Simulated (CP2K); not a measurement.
**TiO2 (Anatase) in CP2K: the effect of functional**

Crystal: TiO2 (Anatase).

```
CELL_PARAMETERS angstrom
5.45820 0.00000 0.00000
2.83460 4.66444 0.00000
-4.14640 -2.33222 2.67583
ATOMIC_POSITIONS crystal
Ti 0.75000 0.25000 0.50000
Ti 0.00000 0.00000 0.00000
O 0.79190 0.79190 0.00000
O 0.54190 0.04190 0.50000
O 0.95810 0.45810 0.50000
O 0.20810 0.20810 0.00000
```

Alike in all runs:

```yaml
Program: CP2K 2026.2
Task: band structure
k_mesh: 7 × 7 × 7
Occupations: fermi-dirac, width 0.05 eV
Spin: no spin polarisation
```

```csv
functional,potentials or basis,gap on the mesh (eV),pressure (GPa),largest force (eV/Å)
BLYP,"GTH_POTENTIALS Ti GTH-BLYP-q12, O GTH-BLYP-q6; TZVP-MOLOPT-PBE-GTH basis",2.08,10.6,0.29
r2SCAN,"POTENTIAL_UZH Ti GTH-SCAN-q12, O GTH-SCAN-q6; TZVP-MOLOPT-SCAN-GTH basis",2.45,1.7,0.02
LDA,"GTH_POTENTIALS Ti GTH-PADE-q12, O GTH-PADE-q6; TZVP-MOLOPT-PBE-GTH basis",1.98,-6.5,0.11
PBEsol,"POTENTIAL_UZH Ti GTH-PBE-q12, O GTH-PBE-q6; TZVP-MOLOPT-PBE-GTH basis",?,?,?
RPBE,"POTENTIAL_UZH Ti GTH-PBE-q12, O GTH-PBE-q6; TZVP-MOLOPT-PBE-GTH basis",2.09,9.8,0.20
revPBE,"POTENTIAL_UZH Ti GTH-PBE-q12, O GTH-PBE-q6; TZVP-MOLOPT-PBE-GTH basis",2.08,8.8,0.19
```

Task: What does the run with functional PBEsol give?

Result: gap on the mesh 2.02 eV; pressure 0.4 GPa; largest force 0.05 eV/Å.

Caveats: the basis of atomic orbitals isn't converged, which shifts pressures, moduli and gaps; the potentials were made for another functional, which shifts forces and pressure (some runs).

Runs at the PBE level aren't shown here.
